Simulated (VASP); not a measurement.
Mo: relaxation of cell and atoms with PBEsol

Crystal: Mo.

```
CELL_PARAMETERS angstrom
-1.53031 1.53031 1.53031
1.53031 -1.53031 1.53031
1.53031 1.53031 -1.53031
ATOMIC_POSITIONS crystal
Mo 0.00000 0.00000 0.00000
```

```
Program                : VASP 6.6.1
Task                   : relaxation of cell and atoms
Functional             : PBEsol
Potentials or basis    : VASP PAW PBE potentials, release 64 (Mo_sv)
Cutoff                 : 600 eV
k mesh                 : 16 × 16 × 16
Occupations            : methfessel-paxton, width 0.1 eV
Spin                   : no spin polarisation
Target pressure        : 22 GPa
Further INCAR settings : ALGO = Normal; EDIFF = 1e-07; IBRION = 2; EDIFFG = -0.005; NSW = 90; ISIF = 3
Target pressure        : 22 GPa
```

```json
{
  "Pressure after relaxing": "22.0 GPa",
  "Band gap on the k mesh": "none (metal or under the smearing width)"
}
```

Final structure:
```
Mo
1.0
    -1.53031    1.53031    1.53031
     1.53031   -1.53031    1.53031
     1.53031    1.53031   -1.53031
Mo
1
Cartesian
  0.0000 0.0000 0.0000
```

Levels at points of the mesh, in eV from the Fermi level:
| k point | band 3 | band 4 | band 5 | band 6 | band 7 | band 8 | band 9 | band 10 | band 11 |
| --- | --- | --- | --- | --- | --- | --- | --- | --- | --- |
| (0.00, 0.00, 0.00) | -34.31 | -34.31 | -7.59 | -1.58 | -1.58 | -1.58 | 1.77 | 1.77 | 14.88 |
| (0.50, 0.00, 0.00) | -34.89 | -34.33 | -5.93 | -3.89 | 1.86 | 1.94 | 2.57 | 5.39 | 12.05 |
| (0.50, 0.50, 0.50) | -35.57 | -35.57 | -6.21 | -6.21 | 4.50 | 4.50 | 4.50 | 9.69 | 9.69 |

Wall time 11 s on 2 MPI ranks on Intel(R) Xeon(R) Platinum 8488C (Sapphire Rapids), with other jobs on the host, peak memory 0.14 GiB a rank.

Caveat: the relaxation stopped at its first step, so nothing moved; the cell is relaxed towards a set pressure, so the enthalpy falls and the energy may rise; the PAW data sets were made with another functional, which shifts forces and pressure a little.
